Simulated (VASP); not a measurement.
Input of a VASP 6.6.1 run:

The input INCAR:

```
  PREC = Accurate
  ENCUT = 300
  EDIFF = 1E-7
  ISMEAR = 0
  SIGMA = 0.03
  LREAL = F
  LASPH = T
  NELM = 80
  ALGO = Normal
  ISIF = 3
  LWAVE = F
  LCHARG = F
  GGA = PE
  IBRION = 2
  NSW = 90
  EDIFFG = -0.005
```

Contents of KPOINTS:

```
Automatic mesh
0
Gamma
  5 5 3
```

POSCAR

```
ZrSe2                                   
1.0
    3.8097797901     -0.0000000000      0.0000000000
   -1.9048898951      3.2993660811      0.0000000000
   -0.0000000000      0.0000000000      6.6410635503
  Zr              Se            
     1     2
Direct
     0.0000000000000000    0.0000000000000000    1.0000000000000000
     0.3333333332999970    0.6666666667000030    0.2376304311987149
     0.6666666667000030    0.3333333332999970    0.7623695688012851
```

Potentials or basis: VASP PAW PBE potentials, release 64 (Zr_sv, Se).

The run is started by

```console
$ cat potpaw_PBE.64/Zr_sv/POTCAR potpaw_PBE.64/Se/POTCAR > POTCAR
$ mpirun -np 1 vasp_std > vasp.out
```

(1) Estimate the space group after relaxing (to 0.05 Å).

(2) What does it give for the band gap on the k mesh?

## Answers

(1) P-3m1 (No. 164).

(2) 0.48 eV, indirect (least direct gap 1.09 eV).

Caveat: an odd mesh through Γ misses points on the zone boundary, where band edges often lie.
